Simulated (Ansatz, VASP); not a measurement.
One calculation of ZnAu, 3 ways

```
Au Zn
1.0
     3.14700    0.00000    0.00000
     0.00000    3.14700    0.00000
     0.00000    0.00000    3.14700
Au Zn
1 1
Direct
  0.00000 0.00000 0.00000
  0.50000 0.50000 0.50000
```

Alike in all runs: task single point; functional LDA; k mesh 8 × 8 × 8; occupations gaussian, width 0.05 eV; no spin polarisation; no spin-orbit coupling. LDA stands for any of its common fits. Pressure is positive in compression and, in plane waves, holds the error of the finite cutoff, which Ansatz's Pulay term estimates and takes out.

| program and potentials | plane-wave cutoff (eV) | notes | band gap (eV) | pressure (GPa) |
| --- | --- | --- | --- | --- |
| Ansatz, Ansatz PAW | 420 | potentials made for PBE, which Ansatz adapts in part; 15.5 valence electrons an atom on average; Pulay term of +0.06 GPa included | no gap | -6.60 |
| VASP, LDA PAW files Au, Zn, 500 eV | 500 | 11.5 valence electrons an atom on average | no gap | -6.06 |
| Ansatz, all-electron LAPW, scalar-relativistic | - | - | no gap | -6.59 |

None finds a gap. The pressure spans -6.60 (Ansatz, Ansatz PAW) to -6.06 GPa (VASP, LDA PAW files Au, Zn, 500 eV), with all-electron results at -6.59.

Differences between rows come from potentials, basis sets and numerical settings, since the functional is the same but for its coding. Runs on potential files found faulty are left out.
